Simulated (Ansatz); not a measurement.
## How CdF$_{2}$ (Fm-3m) stiffens under pressure

```
CELL_PARAMETERS angstrom
0.00000 2.69212 2.69212
2.69212 0.00000 2.69212
2.69212 2.69212 0.00000
ATOMIC_POSITIONS crystal
Cd 0.00000 0.00000 0.00000
F 0.25000 0.25000 0.25000
F 0.75000 0.75000 0.75000
```

This is the zero-pressure cell. At each pressure cell and atoms are relaxed in this structure, and the constants are slopes of the stress at strains of ±0.005 with relaxed ions (the coefficients that govern stability under load). Level: PBEsol, PAW on Ansatz 0.2.0's default frozen-core files (fitted under PBE), scalar-relativistic; k mesh 6×6×6, strains of ±0.005, fixed occupations, cutoff 420 eV. P is the pressure of the relaxed cell, less that of this one.

```tsv
P (GPa)	V/V₀	C11 (GPa)	C12 (GPa)	C44 (GPa)
0.00	1.0000	182.4	71.1	20.2
1.02	0.9908	187.8	75.8	21.3
2.02	0.9823	192.8	80.4	22.3
4.01	0.9665	202.9	89.3	23.9
7.01	?	?	?	?
10.01	0.9260	231.9	115.7	27.5
15.00	0.8985	255.2	137.3	29.6
```

Q: Does the bulk modulus from the constants agree with the pressure-volume curve?

A: A third-order Birch-Murnaghan fit to the volumes shown (F against f, f = [(V₀/V)^(2/3) − 1]/2) gives B₀ = 108.3 GPa and B′ = 4.8. Its −V dP/dV stands beside (C11 + 2C12)/3:

```
P (GPa)  from P(V)  from the constants
   0.00      108.3               108.2
   1.02      113.2               113.1
   2.02      117.9               117.8
   4.01      127.2               127.2
  10.01      154.5               154.5
  15.00      176.4               176.6
```

Q: What are the pressure derivatives at zero pressure?

A: Slopes at V₀ of quadratic fits in −ln(V/V₀) through the first four rows shown, divided by B₀: dC11/dP = 5.2, dC12/dP = 4.7, dC44/dP = 1.1. The mean slopes up to 2.0 GPa are 5.1, 4.6, 1.0; curvature and scatter of the constants part the two. The combination (dC11/dP + 2 dC12/dP)/3 = 4.9 stands against B′.

Q: Fill the row at 7.01 GPa.

A: Cubic fits in −ln(V/V₀) through all rows shown give C11 = 217.6, C12 = 102.6, C44 = 25.9 GPa. Computed: V/V₀ = 0.9451, C11 (GPa) = 217.9, C12 (GPa) = 102.7, C44 (GPa) = 26.1.

Q: Does a shear stiffness soften?

A: C44 goes from 20.2 to 29.6 GPa; (C11 − C12)/2 goes from 55.7 to 58.9 GPa. Neither ends more than 3 % under its start, and the lattice stays mechanically stable over this range.

Limits of these numbers: no other phase was computed; many crystals of this kind change structure within this range, and rows or crossings beyond such a change describe a metastable lattice; frozen-core PAW files fitted under PBE, their cores solved anew for the functional of the run; phonons weren't checked at these pressures.
